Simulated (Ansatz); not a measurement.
## Phases of Hf at 250 GPa

Structure types of Hf are relaxed in primitive cells with their symmetry kept at 250 GPa, first on PAW files, then by LAPW. The enthalpy is E + pV at zero temperature, without zero-point motion. Only the types listed were tried, and differences under about 5 meV/atom are mesh noise. The real phase may be another.

All numbers are PBE results (scalar-relativistic) from Ansatz 0.2.0, with Fermi–Dirac smearing of 0.1 eV, no spin polarisation. Methods: LAPW: all electrons, basis error target 0.5 meV/atom; PAW: frozen-core files, cutoff 420 eV.

k meshes: fcc 19×19×19, bcc 19×19×19, hcp 18×18×10, diamond 14×14×14, simple hexagonal 18×18×17, beta tin 18×18×18.

Spin–orbit coupling is left out, which matters for the heavy atoms.

| start type | ends as | a, b, c (Å) | V (Å³/atom) | H − H(lowest), LAPW (meV/atom) |
| --- | --- | --- | --- | --- |
| fcc | fcc, Fm-3m | 3.542, 3.542, 3.542 | 11.11 | 318.0 |
| bcc | bcc, Im-3m | 2.794, 2.794, 2.794 | 10.91 | 0.0 |
| hcp | hcp, P6_3/mmc | 2.453, 2.453, 4.274 | 11.14 | 351.4 |
| diamond | diamond, Fd-3m | 4.686, 4.686, 4.686 | 12.86 | ? |
| simple hexagonal | simple hexagonal, P6/mmm | 2.389, 2.389, 2.305 | 11.40 | 1169.6 |
| beta tin | beta tin, I4_1/amd | 4.353, 4.353, 2.389 | 11.31 | ? |

Question: Give the missing entry: row "beta tin", column "H − H(lowest), LAPW (meV/atom)".

Answer: 1196.4.

Question: What belongs in the row "diamond", column "H − H(lowest), LAPW (meV/atom)"?

Answer: 7094.9.

Question: Split the lead of bcc over fcc into energy and pV.

Answer: For fcc less bcc: ΔE = +2.1 meV/atom, and p·ΔV = 250 GPa × +0.2025 Å³ × 6.242 meV/(GPa·Å³) = +315.9 meV/atom, together 318.0 meV/atom. bcc wins on both counts.
